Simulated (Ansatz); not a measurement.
Structure from Materials Project entry mp-74 (possibly hypothetical), not relaxed further.

Rh: DFT, LDA, all-electron LAPW, scalar-relativistic (Ansatz 0.2.0).

Command: `ansatz run input.yaml --threads 1 --pin off --max-ram 2048MiB --backend cpu --events-out ev --progress --plain --runs-dir out` The run took 20 s on 1 thread of Arm Neoverse V2, on a shared host, peak memory 0.38 GiB.

```yaml
crystal:
  lattice:
    - [0.0, 1.9029860865, 1.9029860865]
    - [1.9029860865, 0.0, 1.9029860865]
    - [1.9029860865, 1.9029860865, 0.0]
  atoms:
    - { symbol: Rh, position: [0.0, 0.0, 0.0] }
kpoints:
  mp_grid: { grid: [18, 18, 18] }
  band_path:
    path:
      - [0.0, 0.0, 0.0]
      - [0.5, 0.0, 0.5]
      - [0.625, 0.25, 0.625]
      - [0.375, 0.375, 0.75]
      - [0.0, 0.0, 0.0]
      - [0.5, 0.5, 0.5]
      - [0.5, 0.25, 0.75]
      - [0.5, 0.0, 0.5]
    npoints: 14
scf:
  occupations: { method: fermi_dirac, width: 0.05 }
hamiltonian:
  xc: lda
  pseudopotentials: { kind: all_electron, lapw: { basis_error: 0.0005 } }
output:
  forces: true
  stress: true
  eigenvalues: true
  fatbands: true
  populations: true
  dos: { projected: true, de: 0.2, e_range: [-14, 8] }
```

Output:

```
Rh: projections on atomic orbitals take those of the free atom 1s2 2s2 2p6 3s2 3p6 3d10 4s2 4p6 4d8 5s1, of charge +0.00 (hamiltonian.pseudopotentials.projection_atoms)
LAPW: plane waves up to 8.815 Å⁻¹, error target 5.0e-4 eV per atom; small_component_spin mean_spin; Rh in spheres of 1.346 Å, 27 of its electrons in bands, Dirac shells []
Engine: ansatz 0.2.0
Pseudopotentials: kind: all_electron
Pseudopotential: Rh, LAPW, valence charge 27, Koelling and Harmon's equation, gaussian nucleus
Functional definition: SPW92
  exchange = slater_x
  correlation = pw_c
Crystal: 1 atoms, lattice volume = 13.783 Å³
Basis set: ecut = 296.0829483426192 eV, 169 PW (Γ), exchange–correlation at level 2
Bands: 18, of which v1, the nominal top of the filled ones, is band 14 counted from 1 (13 counted from 0)
Symmetry: 48 space group operations
Space group: Fm-3m (ITA 225), of the structure as read, at distance tolerance 2.4e-5 Å
k-points: 195 of 5832
Non-local potential: Rh, projectors of the file, none
Initial density: superposition of atomic densities (chi_scale 0.1, normalization cell)
Initial wavefunctions: plane waves of lowest kinetic energy (no species holds an atomic orbital)
Functional: x = slater, c = lda
iter 1 solved again at ethr=3.64e-4 eV; its pass at ethr=1.00e-1 eV (dr2=9.82e-2 eV) is discarded
SCF iter   1: F=—  HF=-130063.734374 eV  |F-HF|=—  |Δ(HF+E_count)|=         —  Δρ=3.80e-2  dr2=9.87e-2  ethr=3.64e-4  ⟨swp⟩=2.9  Hψ=22991  notcnv=0
preconditioner: auto → none  [metal: Δε(μ)=0.012 eV  Ē_g=13.687 eV  σ=0.050 eV  W_gap=0.06  n_scr=8 (ndim 8)  ℏωp=30.0 eV  f_vac=0.000  D(μ)=1.17/eV (n_scr^D=14)  sad-step TF]
iter 2 solved again at ethr=7.26e-6 eV; its pass at ethr=3.64e-4 eV (dr2=1.96e-3 eV) is discarded
SCF iter   2: F=—  HF=-130063.237949 eV  |F-HF|=—  |Δ(HF+E_count)|=   4.96e-1  Δρ=4.17e-3  dr2=1.96e-3  ethr=7.26e-6  ⟨swp⟩=2.0  Hψ=17928  notcnv=0
SCF iter   3: F=—  HF=-130063.184916 eV  |F-HF|=—  |Δ(HF+E_count)|=   5.30e-2  Δρ=5.81e-3  dr2=2.85e-3  ethr=7.26e-6  ⟨swp⟩=2.8  Hψ=10489  notcnv=0
SCF iter   4: F=—  HF=-130063.181968 eV  |F-HF|=—  |Δ(HF+E_count)|=         —  Δρ=7.82e-4  dr2=5.60e-5  ethr=7.26e-6  ⟨swp⟩=2.0  Hψ=9752  notcnv=0
the basis was enlarged: its passes take 635.1 KiB over the memory plan, 1 of 1 planned eigensolver slots
SCF iter   5: F=—  HF=-130063.181947 eV  |F-HF|=—  |Δ(HF+E_count)|=   2.11e-5  Δρ=7.32e-5  dr2=4.65e-7  ethr=2.07e-7  ⟨swp⟩=2.0  Hψ=9753  notcnv=0
SCF iter   6: F=-130063.181947 eV  HF=-130063.181947 eV  |F-HF|=1.24e-8  |Δ(HF+E_count)|=   1.34e-7  Δρ=3.10e-6  dr2=6.80e-10  ethr=1.72e-9  ⟨swp⟩=2.2  Hψ=9800  notcnv=0
SCF 1 converged in 6 iterations: F = -130063.181947 eV  dr2 = 6.80e-10
NSCF: frozen V_eff on 99 k-points
SCF converged after 6 iterations
Free energy (F): -130063.181947 eV
Harris-Foulkes:  -130063.181947 eV  (|F-HF|=1.24e-8)
Internal energy: -130063.171003 eV  (E = F + TS)
E sigma→0 (E₀):  -130063.176475 eV
Entropy (-TS):   -0.010944 eV (-10.944 meV/atom)
Fermi energy:    24.189314 eV
--- Per-component energies (eV) ---
  E_band       = -2783.041662
  E_kinetic    = 135449.930160
  E_xc         = -3654.480881
  E_electrostatic = -261858.620281  (all electrons and nuclei)
  E_smearing   = -0.010944  (= −TS)
  E_closure    = -0.000000  (closes the sum)
  E_atoms      = -130054.476644  (free atoms, spherical and without spin; not in F)
  Σ components = -130063.181947   (vs F -130063.181947, Δ=0.00e0)
  Basis errors (estimates in eV, not in F): energy 1.1e-4 per atom: plane waves 9.7e-5 (4.9e-5 summed), levels above the bands 3.5e-168, relativity 3.8e-9, radial functions 1.5e-5, core shells 3.1e-7; eigenvalues (radial functions only) 5.7e-7; not estimated: angular momenta, meshes, grids; target (lapw.basis_error) 5.0e-4; muffin-tin radii Rh 1.346 Å
--- Forces (eV/Å), atoms counted from 1 ---
  atom   1  Rh    -0.00000000     0.00000000     0.00000000
  max |Σ_I F_I| component: 2.30e-31 eV/Å
--- Stress (GPa, compression-positive) ---
      -11.801163      -0.000000       0.000000
       -0.000000     -11.801163       0.000000
        0.000000       0.000000     -11.801163
  P = ⅓ Tr σ = -11.8012 GPa (-118.012 kbar)
--- Band table (eV; the first three rows and the last of 195) ---
  k-point 0: bands = ["-272.9238", "-272.9238", "-272.9238", "-272.8941", "-272.8941", "-54.5313", "-22.0570", "-22.0570", "-22.0570", "16.1461", "21.0837", "21.0837", "21.0837", "23.2002", "23.2002", "39.9522", "45.2244", "45.2244"]
  k-point 1: bands = ["-272.9238", "-272.9238", "-272.9238", "-272.8941", "-272.8941", "-54.5279", "-22.0799", "-22.0601", "-22.0601", "16.2705", "21.0281", "21.1328", "21.1328", "23.1724", "23.1724", "40.1325", "44.5873", "45.4057"]
  k-point 2: bands = ["-272.9238", "-272.9238", "-272.9238", "-272.8941", "-272.8941", "-54.5182", "-22.1457", "-22.0691", "-22.0691", "16.6275", "20.8889", "21.2613", "21.2613", "23.1125", "23.1125", "40.6155", "43.2164", "45.9327"]
  k-point 194: bands = ["-272.9238", "-272.9238", "-272.9238", "-272.8941", "-272.8941", "-54.3809", "-22.5781", "-22.5047", "-22.3349", "19.1070", "19.9227", "20.8425", "23.0497", "25.1749", "32.9615", "34.4326", "35.2550", "36.8418"]
--- Löwdin populations: 1 site ---
  site symbol       q [e]
     0     Rh     44.9028
  spilling = 0.002160 (of n_electrons = 45.000000)
```

populations.tsv:

```
# site	symbol	l	j	q
# orbitals = lowdin
# n_electrons = 45.000000
# spilling = 0.002160
# projection_atom_Rh: 1s2 2s2 2p6 3s2 3p6 3d10 4s2 4p6 4d8 5s1
0	Rh	0_1S	-	1.999996
0	Rh	0_2S	-	1.999886
0	Rh	0_3S	-	1.998066
0	Rh	0_4S	-	1.969338
0	Rh	0_5S	-	0.820516
0	Rh	1_2P	-	5.999998
0	Rh	1_3P	-	5.999953
0	Rh	1_4P	-	5.995798
0	Rh	2_3D	-	9.999979
0	Rh	2_4D	-	8.119278
```

Spin polarisation is left out, and whether a magnetic state lies lower isn't shown here.
